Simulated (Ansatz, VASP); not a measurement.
Hf in VASP and in Ansatz

The input INCAR:

```
PREC     = Accurate       # precision mode
ENCUT    = 520            # plane-wave cutoff, eV
EDIFF    = 1E-7           # SCF threshold, eV
ISMEAR   = -1             # smearing method
SIGMA    = 0.1            # smearing width, eV
LREAL    = False          # projectors in reciprocal space
LASPH    = True           # aspherical terms in the spheres
NELM     = 60             # most SCF steps
ALGO     = Normal         # electronic algorithm
ISIF     = 2              # what is computed and relaxed
LWAVE    = False          # write WAVECAR
LCHARG   = False          # write CHGCAR
GGA      = B5             # functional
ALDAX    = 1.0          
AGGAX    = 1.0          
AGGAC    = 1.0          
ALDAC    = 0.0          
NBANDS   = 11             # bands
```

Contents of KPOINTS:

```
regular mesh
0
Gamma
  14 14 14
```

File POSCAR:

```
Hf
1.0
    0.0000000000      2.3498632299      2.3498632299
    2.3498632299      0.0000000000      2.3498632299
    2.3498632299      2.3498632299      0.0000000000
Hf
1
Direct
    0.0000000000      0.0000000000      0.0000000000
```

Input for Ansatz:

```yaml
crystal:
  lattice:
    - [0.0, 2.3498632299, 2.3498632299]
    - [2.3498632299, 0.0, 2.3498632299]
    - [2.3498632299, 2.3498632299, 0.0]
  atoms:
    - { symbol: Hf, position: [0.0, 0.0, 0.0] }
hamiltonian:
  xc: blyp
  pseudopotentials:
    kind: paw
    azcp:
      Hf: "pseudopotentials/Hf.paw.azcp"
basis:
  ecutwfc: 420
  fft_grid_basis: typed
kpoints:
  mp_grid: { grid: [14, 14, 14], shift: [0, 0, 0] }
magnetization:
  spin_polarized: false
scf:
  occupations: { method: fermi_dirac, width: 0.1 }
  lower_state_search: "off"
output:
  stress: true
```

Alike in both runs: task single point; functional BLYP; k mesh 14 × 14 × 14; occupations fermi-dirac, width 0.1 eV; no spin polarisation.

```csv
,VASP,Ansatz
version,VASP 6.6.1,Ansatz 0.2.0
potentials or method,"VASP PAW PBE potentials, release 64 (Hf_pv)","plane waves (420 eV) with PAW, scalar-relativistic"
plane-wave cutoff (eV),520,420
valence electrons in the cell,10,26
```

|  | VASP | Ansatz | Ansatz less VASP |
| --- | --- | --- | --- |
| pressure (GPa) | -9.0 | -9.0 | +0.08 |

The functional is the same, so the differences come from potentials, cutoffs and numerics. The two sets of potentials don't hold the same shells in valence.

Caveats: the PAW data sets were made with another functional, which shifts forces and pressure a little (VASP). Spin-orbit coupling is left out, which matters for the levels of Hf.
